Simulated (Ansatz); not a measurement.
The system is HfN.

```
Hf N
1.0
     0.00000    2.45482    2.45482
     2.45482    0.00000    2.45482
     2.45482    2.45482    0.00000
Hf N
1 1
Cartesian
  0.0000 0.0000 0.0000
  1.2274 1.2274 1.2274
```

The cell comes from a database or a generator and needn't be the stable form of this composition.

Base run:

* Program: Ansatz 0.2.0
* Functional: PBEsol
* Potentials or basis: Ansatz PAW
* Cutoff: 420 eV (not typed: the program's choice for these potentials)
* k mesh: 9 × 9 × 9
* Occupations: fermi-dirac, width 0.05 eV
* Spin: no spin polarisation
* Hubbard terms: Hf d U = 6 eV

Its results: band gap on the k mesh none (metal or under the smearing width); pressure 3.8 GPa.

**Question.** The run is repeated on the same cell with these changes: hubbard terms from Hf d U = 6 eV to Hf d U = 5 eV. What comes out?

**Answer.** Band gap on the k mesh none (metal or under the smearing width); pressure 2.1 GPa.

Caveats: spin-orbit coupling is left out, which moves the levels of the heavy elements; U without spin polarisation on a metal has little footing; the PAW data sets come from PBE, with cores solved anew for the run's functional, which leaves a small shift of forces and pressure.
